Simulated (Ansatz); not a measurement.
**Orbital-resolved density of states of GaP**

```xyz
2
Lattice="0.0000 2.7252 2.7252 2.7252 0.0000 2.7252 2.7252 2.7252 0.0000" Properties=species:S:1:pos:R:3 pbc="T T T"
Ga    0.0000    0.0000    0.0000
P     4.0879    4.0879    4.0879
```

Atoms are numbered in the order listed.

The geometry is COD entry 9008846, unchecked; take it as a test cell.

Level of theory: Ansatz 0.2.0, DFT, LDA, all-electron LAPW, scalar-relativistic.

The runs use a Γ-centred 10×10×10 k mesh, Fermi–Dirac smearing of 0.05 eV, basis error target 0.5 meV/atom, no spin polarisation.

States per eV for one atom of each kind, in 0.4 eV bins named by their centres, from the valence-band top, projected on a minimal set of Löwdin-orthogonalised atomic shells; orbitals are real harmonics on the Cartesian axes, equal curves share a column, and empty bins are left out, as is all above 3.5 eV, near the top of the computed bands.

Ga1 4p:

```
# E all pz=px=py
-12.4 0.01 0.00
-12.0 0.05 0.02
-11.6 0.08 0.03
-11.2 0.11 0.04
-10.8 0.16 0.05
-10.4 0.24 0.08
-10.0 0.27 0.09
-9.6 0.24 0.08
-6.8 0.01 0.00
-6.4 0.18 0.06
-6.0 0.09 0.03
-5.6 0.06 0.02
-5.2 0.04 0.01
-4.8 0.03 0.01
-4.4 0.02 0.01
-4.0 0.14 0.05
-3.6 0.41 0.14
-3.2 0.35 0.12
-2.8 0.45 0.15
-2.4 0.47 0.16
-2.0 0.43 0.14
-1.6 0.38 0.13
-1.2 0.29 0.10
-0.8 0.13 0.04
-0.4 0.05 0.02
1.6 0.05 0.02
2.0 0.19 0.06
2.4 0.40 0.13
2.8 0.51 0.17
3.2 0.30 0.10
```

P2 3p:

```
# E all pz=px=py
-12.0 0.01 0.00
-11.6 0.02 0.01
-11.2 0.03 0.01
-10.8 0.03 0.01
-10.4 0.04 0.01
-10.0 0.03 0.01
-9.6 0.01 0.00
-6.8 0.13 0.04
-6.4 0.84 0.28
-6.0 0.35 0.12
-5.6 0.22 0.07
-5.2 0.17 0.06
-4.8 0.13 0.04
-4.4 0.10 0.03
-4.0 0.27 0.09
-3.6 0.71 0.24
-3.2 0.63 0.21
-2.8 0.85 0.28
-2.4 0.96 0.32
-2.0 0.95 0.32
-1.6 0.96 0.32
-1.2 0.85 0.28
-0.8 0.46 0.15
-0.4 0.23 0.08
0.0 0.03 0.01
1.6 0.02 0.01
2.0 0.11 0.04
2.4 0.31 0.10
2.8 0.51 0.17
3.2 0.33 0.11
```

Ga1 4s:

```
# E all
-12.4 0.03
-12.0 0.07
-11.6 0.09
-11.2 0.11
-10.8 0.13
-10.4 0.17
-10.0 0.12
-9.6 0.04
-6.8 0.14
-6.4 0.74
-6.0 0.27
-5.6 0.15
-5.2 0.11
-4.8 0.07
-4.4 0.05
-4.0 0.05
-3.6 0.06
-3.2 0.06
-2.8 0.05
-2.4 0.04
-2.0 0.04
-1.6 0.03
-1.2 0.01
-0.8 0.01
1.6 0.02
2.0 0.13
2.4 0.33
2.8 0.47
3.2 0.24
```

P2 3s:

```
# E all
-12.4 0.04
-12.0 0.12
-11.6 0.17
-11.2 0.24
-10.8 0.34
-10.4 0.58
-10.0 0.64
-9.6 0.57
-6.8 0.01
-6.4 0.09
-6.0 0.07
-5.6 0.06
-5.2 0.05
-4.8 0.04
-4.4 0.04
-4.0 0.03
-3.6 0.03
-3.2 0.03
-2.8 0.03
-2.4 0.02
-2.0 0.02
-1.6 0.01
-1.2 0.01
1.6 0.02
2.0 0.09
2.4 0.19
2.8 0.22
3.2 0.10
```
